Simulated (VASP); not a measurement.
Crystal: Se.

```xyz
3
Lattice="4.3662 0.0000 0.0000 -2.1831 3.7812 0.0000 0.0000 0.0000 4.9536" Properties=species:S:1:pos:R:3 pbc="T T T"
Se    1.6910    2.9289    0.0000
Se   -0.4921    0.8523    3.3024
Se    0.9841    0.0000    1.6512
```

Base run:

| Property | Result |
| --- | --- |
| Program | VASP 6.6.1 |
| Functional | HSE06 |
| Potentials or basis | VASP PAW PBE potentials, release 64 (Se) |
| Cutoff | 520 eV |
| k mesh | 6 × 6 × 4 |
| Occupations | gaussian, width 0.02 eV |
| Spin | no spin polarisation |

Its results: band gap on the k mesh 1.79 eV, indirect (least direct gap 2.07 eV); pressure 0.5 GPa; largest force 0.190 eV/Å.

**Question.** The run is repeated on the same cell with these changes: functional from HSE06 to r2SCAN-EpsX. What comes out?

**Answer.** Band gap on the k mesh 1.72 eV, indirect (least direct gap 1.99 eV); pressure 0.7 GPa; largest force 0.122 eV/Å.

Caveats: the PAW data sets were made with another functional, which shifts forces and pressure a little.
